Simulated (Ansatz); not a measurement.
Effective masses and thermopower of LaAlO$_{3}$ under load (space group Pm-3m)

Data:

```yaml
crystal:
  lattice:
    - [3.71690, 0.00000, 0.00000]
    - [0.00000, 3.71690, 0.00000]
    - [0.00000, 0.00000, 3.71690]
  atoms:
    - { symbol: La, position: [0.50000, 0.50000, 0.50000] }
    - { symbol: Al, position: [0.00000, 0.00000, 0.00000] }
    - { symbol: O, position: [0.00000, 0.50000, 0.00000] }
    - { symbol: O, position: [0.50000, 0.00000, 0.00000] }
    - { symbol: O, position: [0.00000, 0.00000, 0.50000] }
```

All values below come from PBEsol with spin-orbit coupling, rigid bands (plane waves, PAW; Ansatz, a program for electronic structure). Condition of this run: hydrostatic pressure 10 GPa (the target of the relaxation). Cell: cell and atoms relaxed with PBEsol, then loaded as said.

* **band gap**: 3.50 eV
* **electron conductivity mass (300 K, dilute)**: 0.54 mₑ
* **hole conductivity mass (300 K, dilute)**: 1.60 mₑ
* **effective density of states N_c (300 K)**: 1.9e19 cm⁻³
* **effective density of states N_v (300 K)**: 3.8e20 cm⁻³
* **density-of-states mass, electrons**: 0.84 mₑ
* **density-of-states mass, holes**: 6.1 mₑ
* **Seebeck coefficient, n-type 1e19 cm⁻³, 300 K**: -275 μV/K
* **best n-type power factor at 300 K for τ = 10 fs (best axis; densities from 1e16 to 1e21 cm⁻³ tried, whether or not they can be reached)**: 5.8 μW/(cm·K²) at 1e20 cm⁻³
* **Seebeck coefficient, p-type 1e19 cm⁻³, 300 K**: 569 μV/K

Rigid bands; masses and Seebeck coefficients take one relaxation time τ for all states and one kind of carrier; polarons and phonon drag are left out.

LaAlO3 under load (space group Pm-3m): a high-temperature phase held by its symmetry.
